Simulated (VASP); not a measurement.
**Si (diamond): one PBE single-point calculation in two programs**

```cif
data_structure
_symmetry_space_group_name_H-M 'P 1'
_symmetry_Int_Tables_number 1
_cell_length_a 3.8497
_cell_length_b 3.8497
_cell_length_c 3.8497
_cell_angle_alpha 60.000
_cell_angle_beta 60.000
_cell_angle_gamma 60.000
_cell_volume 40.34
loop_
_atom_site_label
_atom_site_type_symbol
_atom_site_fract_x
_atom_site_fract_y
_atom_site_fract_z
_atom_site_occupancy
Si1 Si 0.00000 0.00000 0.00000 1
Si2 Si 0.25000 0.25000 0.25000 1
```

The two codes use different PAW datasets and cutoffs. VASP's cell holds 8 valence electrons and Ansatz's 8. Ansatz's stress includes a Pulay correction; VASP's doesn't.

Cutoffs: 520 eV in VASP, 420 eV in Ansatz. k meshes: 8×8×8 and 8×8×8.

|  | VASP | Ansatz |
| --- | --- | --- |
| gap between bands v and c | 0.59 eV | 0.58 eV |
| least direct gap | 2.56 eV | 2.56 eV |
| pressure | 1.2 GPa | 1.3 GPa |

Band v is the last that the valence electrons fill when counted band by band, and c is the next. Levels in eV from the top of v, Ansatz:

```
point    v−1      v     c   c+1
    Γ   0.00   0.00  2.56  2.56
    X  -2.83  -2.83  0.72  0.72
    K  -4.27  -2.41  1.21  4.12
    L  -1.19  -1.19  1.51  3.34
    W  -3.82  -3.82  4.27  4.27
```

VASP:

```json
{"point": "Γ", "v−1": "0.00", "v": "0.00", "c": "2.56", "c+1": "2.56"}
{"point": "X", "v−1": "-2.83", "v": "-2.83", "c": "0.73", "c+1": "0.73"}
{"point": "K", "v−1": "-4.26", "v": "-2.41", "c": "1.22", "c+1": "4.12"}
{"point": "L", "v−1": "-1.19", "v": "-1.19", "c": "1.51", "c+1": "3.34"}
{"point": "W", "v−1": "-3.82", "v": "-3.82", "c": "4.27", "c+1": "4.27"}
```
